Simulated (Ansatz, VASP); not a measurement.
# TaN in VASP and in Ansatz

```
Ta N
1.0
     3.12728    0.00000    0.00000
     1.56364    2.70831    0.00000
     1.56364    0.90277    2.55342
Ta N
1 1
Direct
  0.50000 0.50000 0.50000
  0.00000 0.00000 0.00000
```

Alike in both runs: task single point; functional RPBE; k mesh 10 × 10 × 10; occupations gaussian, width 0.02 eV; no spin polarisation.

|  | VASP | Ansatz |
| --- | --- | --- |
| version | VASP 6.6.1 | Ansatz 0.2.0 |
| potentials or method | VASP PAW PBE potentials, release 64 (Ta_pv, N), cutoff 520 eV | all-electron LAPW, scalar-relativistic |

Ansatz gave:

- gap on the k mesh at the Fermi level (eV): none
- pressure (GPa): 3.4

Problem. Which values does VASP return?

Solution. gap on the k mesh at the Fermi level (eV): none; pressure (GPa): 4.0.

A gap of «none» marks a metal or a gap that the smearing closes. Ansatz ran all-electron here, so the differences hold the error of VASP's frozen core and of both bases.

Caveats: the PAW data sets were made with another functional, which shifts forces and pressure a little (VASP). The runs have no spin-orbit coupling, so splittings on Ta are missing.
